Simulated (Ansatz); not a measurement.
## Kick test of a cell of B

The cell was found from a structure generator's guess, not taken from experiment.

Method: DFT PBE, scalar-relativistic, plane waves, PAW in Ansatz 0.2.0. Settings: cutoff 420 eV, Γ-centred mesh 26×26×26 on the computed 2-atom cell, Gaussian smearing of 0.10 eV; no spin polarisation.

The cell below (2 atoms, space group I4_1/amd (No. 141)) is relaxed within its symmetry.

```
B
1.0
     0.00000    1.58984    2.67278
     1.58959    0.00000    2.67278
     1.58959    1.58984    0.00000
B
2
Direct
  0.50000 0.50000 0.50000
  0.75000 0.75000 0.75000
```

For the test a repeat of it with 4 atoms (edges 2.25, 3.11, 4.45 Å) was strained at random (σ = 1.5 % a component), the atoms were moved at random (σ = 0.05 Å), and all was relaxed again on a coarse 10×10×10 mesh (in the run’s order of axes) with 0.20 eV smearing, with no symmetry imposed.

Problem. What happens?

Solution. It returns, within 2 meV/atom of the unmoved cell on that mesh and with the same symmetry when read at 0.1 Å (C2/m at 0.01 Å, so small strains and shifts remain). So it is stable against the distortions that fit this cell and that this random move excites. Modes that don't fit the cell aren't tested.
